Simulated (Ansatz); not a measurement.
Space group Fm-3m (No. 225). a = 5.544 Å, b = 5.544 Å, c = 5.544 Å, α = 90.00°, β = 90.00°, γ = 90.00°
| atom | site | symmetry | x | y | z |
| --- | --- | --- | --- | --- | --- |
| Ba | 4a | m-3m | 0.0000 | 0.0000 | 0.0000 |
| O | 4b | m-3m | 0.5000 | 0.0000 | 0.0000 |

Equation of state of this BaO structure (not necessarily the ground state), with shape and atoms relaxed at each volume where symmetry leaves them free. The calculation used DFT r2SCAN, scalar-relativistic, plane waves, PAW in Ansatz 0.2.0.

Plane waves to 500 eV, a k mesh through Γ of 8×8×8 on the computed 2-atom cell and Gaussian smearing (0.02 eV); no spin polarisation.

```csv
V (Å³/atom),E − E(largest V) (meV/atom),P (GPa),gap on mesh (eV)
20.024,3.90,5.39,2.15
20.664,-11.60,2.46,2.27
21.303,-16.36,-0.01,2.38
21.942,-12.02,-2.10,2.47
22.581,0.00,-3.88,2.55
```

Problem. Fit a third-order Birch–Murnaghan equation to E(V).

Solution. V0 = 21.30 Å³/atom, B0 = 76 GPa, B0' = 4.6.

Spin-orbit coupling is left out, which matters for the bands of heavy elements.

Cost: 5 runs of about 0.74 core-minutes in all, on Arm Neoverse N1 (shared hosts).